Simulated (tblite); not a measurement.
Compound: benzaldehyde, C₇H₆O.
Atom-mapped SMILES: `[O:1]=[CH:2][c:3]1[cH:4][cH:5][cH:6][cH:7][cH:8]1` (hydrogens: H9 on C2; H10 on C4; H11 on C5; H12 on C6; H13 on C7; H14 on C8)

Computed with GFN2-xTB (tblite), gas phase: Langevin dynamics at 400 K from the optimised GFN2-xTB geometry, time step 0.5 fs, friction 0.01 fs⁻¹, 2000 steps.

Start geometry:
```
atom  x, y, z in Å
O1      2.839   -1.448   -0.145
C2      2.294   -0.380   -0.257
C3      0.855   -0.139   -0.097
C4      0.331    1.144   -0.252
C5     -1.026    1.359   -0.100
C6     -1.866    0.300    0.208
C7     -1.352   -0.978    0.364
C8      0.002   -1.199    0.213
H9      2.874    0.534   -0.502
H10     0.992    1.965   -0.492
H11    -1.433    2.352   -0.220
H12    -2.926    0.473    0.327
H13    -2.012   -1.799    0.603
H14     0.428   -2.185    0.329
```

The statistics below take the 31 frames saved every 25 fs from 250 to 1000 fs; their kinetic temperature (all 3N coordinates) averages 398 K.

Question: How do the bond lengths spread?

Answer: 
```json
{"bond": "O1=C2", "start (Å)": "1.205", "mean (Å)": "1.203", "standard deviation (Å)": "0.019", "shortest (Å)": "1.159", "longest (Å)": "1.243"}
{"bond": "C2–C3", "start (Å)": "1.467", "mean (Å)": "1.465", "standard deviation (Å)": "0.029", "shortest (Å)": "1.419", "longest (Å)": "1.539"}
{"bond": "C3–C4", "start (Å)": "1.394", "mean (Å)": "1.404", "standard deviation (Å)": "0.033", "shortest (Å)": "1.328", "longest (Å)": "1.470"}
{"bond": "C4–C5", "start (Å)": "1.382", "mean (Å)": "1.377", "standard deviation (Å)": "0.024", "shortest (Å)": "1.314", "longest (Å)": "1.411"}
{"bond": "C5–C6", "start (Å)": "1.387", "mean (Å)": "1.394", "standard deviation (Å)": "0.023", "shortest (Å)": "1.344", "longest (Å)": "1.450"}
{"bond": "C6–C7", "start (Å)": "1.387", "mean (Å)": "1.386", "standard deviation (Å)": "0.025", "shortest (Å)": "1.347", "longest (Å)": "1.461"}
{"bond": "C7–C8", "start (Å)": "1.381", "mean (Å)": "1.400", "standard deviation (Å)": "0.038", "shortest (Å)": "1.326", "longest (Å)": "1.490"}
{"bond": "C3–C8", "start (Å)": "1.396", "mean (Å)": "1.404", "standard deviation (Å)": "0.029", "shortest (Å)": "1.332", "longest (Å)": "1.460"}
{"bond": "C2–H9", "start (Å)": "1.110", "mean (Å)": "1.111", "standard deviation (Å)": "0.049", "shortest (Å)": "1.035", "longest (Å)": "1.201"}
{"bond": "C4–H10", "start (Å)": "1.081", "mean (Å)": "1.087", "standard deviation (Å)": "0.024", "shortest (Å)": "1.044", "longest (Å)": "1.142"}
{"bond": "C5–H11", "start (Å)": "1.080", "mean (Å)": "1.083", "standard deviation (Å)": "0.022", "shortest (Å)": "1.034", "longest (Å)": "1.143"}
{"bond": "C6–H12", "start (Å)": "1.080", "mean (Å)": "1.086", "standard deviation (Å)": "0.027", "shortest (Å)": "1.035", "longest (Å)": "1.145"}
{"bond": "C7–H13", "start (Å)": "1.080", "mean (Å)": "1.087", "standard deviation (Å)": "0.048", "shortest (Å)": "0.985", "longest (Å)": "1.202"}
{"bond": "C8–H14", "start (Å)": "1.080", "mean (Å)": "1.084", "standard deviation (Å)": "0.028", "shortest (Å)": "1.027", "longest (Å)": "1.159"}
```

Question: Give the same statistics for bond angles, one of each kind among heavy atoms.

Answer: 
```csv
angle,start (°),mean (°),standard deviation (°),smallest (°),largest (°)
O1–C2–C3,125.4,125.8,4.6,118.1,135.2
C2–C3–C4,120.5,120.4,5.0,110.7,136.5
C2–C3–C8,119.9,120.4,6.1,104.7,131.4
C4–C3–C8,119.6,118.5,3.5,111.4,123.4
C3–C4–C5,120.0,120.7,3.7,114.3,127.6
C4–C5–C6,120.0,120.0,3.2,115.7,127.3
C5–C6–C7,120.3,119.8,2.8,115.0,125.3
```

Question: How far does each atom move about its mean position (frames aligned on the start, all atoms weighted alike), and what rms force does it feel?

Answer: 
```csv
atom,rms displacement (Å),rms force (eV/Å)
O1,0.29,1.73
C2,0.08,2.08
C3,0.12,2.19
C4,0.11,2.32
C5,0.07,1.70
C6,0.09,1.86
C7,0.07,2.81
C8,0.11,2.50
H9,0.30,1.37
H10,0.19,0.88
H11,0.14,0.87
H12,0.19,1.09
H13,0.17,1.68
H14,0.17,0.92
```

The displacements run from 0.07 to 0.30 Å.

Question: Follow the torsion O1–C2–C3–C4 through every second one of these frames.

Answer: 
```csv
t (fs),O1–C2–C3–C4 (°)
250,-167
300,-155
350,-165
400,159
450,179
500,177
550,-173
600,-156
650,-166
700,180
750,176
800,-176
850,-151
900,-145
950,-155
1000,179
```

Largest departure from the start value over all these frames: O1–C2–C3–C4 47° (start 180°).

Question: How widely does the potential energy scatter, against a harmonic estimate?

Answer: Mean 0.68 eV above the start, standard deviation 0.190 eV, range 0.28 to 1.25 eV. For 36 classical harmonic modes at 400 K the canonical values are 36kT/2 = 0.62 eV and kT·√(36/2) = 0.146 eV.

The run is classical and short, so these are rough statistics of one trajectory.

What follows is the cost of the whole dynamics run. Time: 10 s; peak memory 0.18 GiB. Hardware: one thread of an Arm Neoverse V1, shared host with 32 logical CPUs at a one-minute load of 4.8.
